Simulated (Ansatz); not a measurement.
An input for Ansatz 0.2.0 (Hf):

The input input.yaml:

```yaml
crystal:
  lattice:
    - [3.1534960552, 0.0, 0.0]
    - [-1.5767480276, 2.7310076946, 0.0]
    - [0.0, 0.0, 4.9894429718]
  atoms:
    - { symbol: Hf, position: [0.6666666667, 0.3333333333, 0.75] }
    - { symbol: Hf, position: [0.3333333333, 0.6666666667, 0.25] }
hamiltonian:
  xc: pbesol
  pseudopotentials: { kind: nc, accuracy: stringent, xc_functional: pbesol }
  dispersion: rvv10
  hubbard:
    sites: [{ species: Hf, l: d, u_eff: 5.0 }]
    projectors: all-electron-ortho-atomic
kpoints:
  mp_grid: { grid: [10, 10, 5], shift: [0.5, 0.5, 0.5] }
scf:
  occupations: { method: cold, width: 0.15 }
output:
  forces: true
  stress: true
  eigenvalues: true
```

Potentials or basis: PseudoDojo PBEsol stringent.

Launch:

```console
$ ansatz run input.yaml --threads 1 --pin off --max-ram 2560MiB --backend cpu --events-out ev --progress --plain --runs-dir out
```

Problem. What does the program do with it?

Solution. The run stopped without a result. It printed:

Output:

```text
Error: inconsistent input (hamiltonian.dispersion, hamiltonian.xc): `dispersion: rvv10` has no transferable b for PBE exchange — Sabatini et al. (2013) fitted b=6.3 to rPW86, and the PBE refits of Peng & Perdew (2017) are task-dependent (b=6.6 S22 / b=10.0 layered). Use `xc: {exchange: rpw86, correlation: pbe}` for the original rVV10 or `xc: r2scan` for the r²SCAN+rVV10 pairing
```
